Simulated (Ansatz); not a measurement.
Method: DFT PBE, scalar-relativistic, plane waves, PAW (Ansatz). All cells share a 420 eV cutoff and Γ-centred k meshes spaced at most about 0.3 Å⁻¹ (about 0.25 or finer for metals, 2π included). No spin polarisation in the final relaxations.

All energies are static (0 K, no zero-point motion).

Two forms of SiGe₃ were relaxed alike.

A.

```
Si Ge
1.0
    -1.98625    1.98625    4.69085
     1.98625   -1.98625    4.69085
     1.98625    1.98625   -4.69085
Si Ge
1 3
Direct
  0.50000 0.50000 0.00000
  0.00000 0.00000 0.00000
  0.75000 0.25000 0.50000
  0.25000 0.75000 0.50000
```

B.

```
Si Ge
1.0
     2.82854    0.00000    0.00000
    -1.41427    2.44959    0.00000
     0.00000    0.00000   10.55596
Si Ge
1 3
Direct
  0.00000 0.00000 0.50000
  0.00000 0.00000 0.74353
  0.00000 0.00000 0.00000
  0.00000 0.00000 0.25647
```

Question: Which form is favoured at zero pressure, and by what margin per atom?

Answer: B is lower, by 137 meV/atom. A has the TiAl3 (D0_22) type, space group I4/mmm (No. 139), 18.5 Å³/atom and no gap on its mesh; B has space group P6/mmm (No. 191), 18.3 Å³/atom and no gap. Counting Ge atoms around Si (those within 1.25 times the shortest such distance or 1.15 times the sum of covalent radii, 1.27 where that leaves under three; a plus sign parts nearer from farther groups; the shortest distance is added where it exceeds 1.18 times the sum of covalent radii), A has Si 4+8 from 2.8 Å and B has Si 2. Even the lower one lies +0.30 eV/atom against the reference forms of the elements (uncorrected), so neither is stable at this level. In A, Si has 4 Ge at 2.81 Å and 8 Ge at 3.07 Å; Ge on a site of symmetry 4/mmm has 4 Si at 2.81 Å and 8 Ge at 3.07 Å; Ge on a site of symmetry -4m2 is surrounded by 4 Ge at 2.81 Å, 4 Ge at 3.07 Å and 4 Si at 3.07 Å. In B, Si has 2 Ge at 2.57 Å and 6 Si at 2.83 Å; Ge on a site of symmetry 6mm is surrounded by 1 Si at 2.57 Å and 7 Ge at 2.71–2.83 Å; around Ge on a site of symmetry 6/mmm lie 8 Ge at 2.71–2.83 Å. Both come from invented guesses. A third cell relaxed alike, in P-4m2, lies 281 meV/atom below the lower of the two.

Cells relaxed within their symmetry can be saddle points.

B's advantage of 137 meV/atom probably reflects how four valence electrons per atom are shared among neighbours. The close-packed arrangement of A spreads them over twelve long contacts, whereas the simple-hexagonal stacking of B has fewer neighbours and allows a shorter Si–Ge contact of 2.57 Å. Even that is stretched beyond a normal covalent bond, so B is better seen as a less overcoordinated metal than as a tetrahedral semiconductor.

Both motifs belong to the dense, metallic side of group 14 chemistry; simple-hexagonal phases are known for compressed Si and Ge. At ambient pressure the two elements instead mix as a diamond-type solid solution. The P-4m2 cell, which recovers most of B's excess energy over the elements, is probably an ordered version of that tetrahedral network. Because B is also slightly denser than A, modest compression should not reverse their order, but whether pressure would bring B below the P-4m2 cell remains open.
